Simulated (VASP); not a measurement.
# BP in VASP: one cell, several levels of theory

The task here is to estimate one member of a computed series from the others.

Program: VASP 6.6.1. PAW datasets, plane waves. No spin polarisation and no zero-point or thermal motion.

### The cell

The cell comes from an earlier relaxation with r2SCAN in another program.

The symmetry is F-43m (No. 216, cubic); a = 4.537 Å in the conventional setting, 11.67 Å³ an atom. Around B lie 4 P at 1.96 Å; around P lie 4 B at 1.96 Å.

The structure in full:

Space group F-43m (No. 216). a = 4.537 Å, b = 4.537 Å, c = 4.537 Å, α = 90.00°, β = 90.00°, γ = 90.00°
```csv
atom,site,symmetry,x,y,z
B,4a,-43m,0.0000,0.0000,0.0000
P,4d,-43m,0.2500,0.2500,0.7500
```

Set-up of the first run:

The input, INCAR:

```
ENCUT = 520.000000
SIGMA = 0.020000
EDIFF = 1.00e-07
GGA = PE
PREC = Accurate
IBRION = -1
ISIF = 2
ISMEAR = -1
NBANDS = 11
NELM = 120
NSW = 0
LASPH = .TRUE.
LCHARG = .FALSE.
LWAVE = .FALSE.
LREAL = .FALSE.
```

The input, KPOINTS:

```
KPOINTS created by Atomic Simulation Environment
0
Gamma
10 10 10
0 0 0
```

The input, KPOINTS_OPT:

```
special points
7
Reciprocal
0.0000000000 0.0000000000 0.0000000000 1
0.5000000000 0.0000000000 0.5000000000 1
0.5000000000 0.2500000000 0.7500000000 1
0.3750000000 0.3750000000 0.7500000000 1
0.5000000000 0.5000000000 0.5000000000 1
0.6250000000 0.2500000000 0.6250000000 1
0.0000000000 0.4000000000 0.4000000000 1
```

The input, POSCAR:

```
B  P
 1.0000000000000000
     0.0000000000000000    2.2683156661148307    2.2683156661148307
     2.2683156661148307    0.0000000000000000    2.2683156661148307
     2.2683156661148307    2.2683156661148307    0.0000000000000000
 B   P
   1   1
Cartesian
  0.0000000000000000 -0.0000000000000000 -0.0000000000000000
  1.1341578330574154  1.1341578330574154  1.1341578330574154
```

The run uses the recommended PBE PAW datasets (8 valence electrons a neutral cell).

Among the steps run: Single point with PBE; r2SCAN at this geometry; LDA; Single point with PBEsol; Linear response to a field, PBE.

One table of the session follows, with a row left open; its other results are not shown here.

```
 level  gap (eV)  pressure (GPa)
   PBE         ?               ?
r2SCAN      1.45           -0.52
   LDA      1.19           -5.18
PBEsol      1.13           -1.71
```

**Question.** Estimate the row for PBE.

**Answer.** gap (eV): 1.24; pressure (GPa): 1.05. In the column «gap (eV)» it lies between LDA (1.19) and r2SCAN (1.45).

The gap spans 1.13 eV (PBEsol) to 1.45 eV (r2SCAN). The pressure is highest with PBE (1.0 GPa) and lowest with LDA (-5.2 GPa), which orders the cells that they would relax to. A mean ε∞ of 9.2 means a refractive index near 3.03 below the gap.
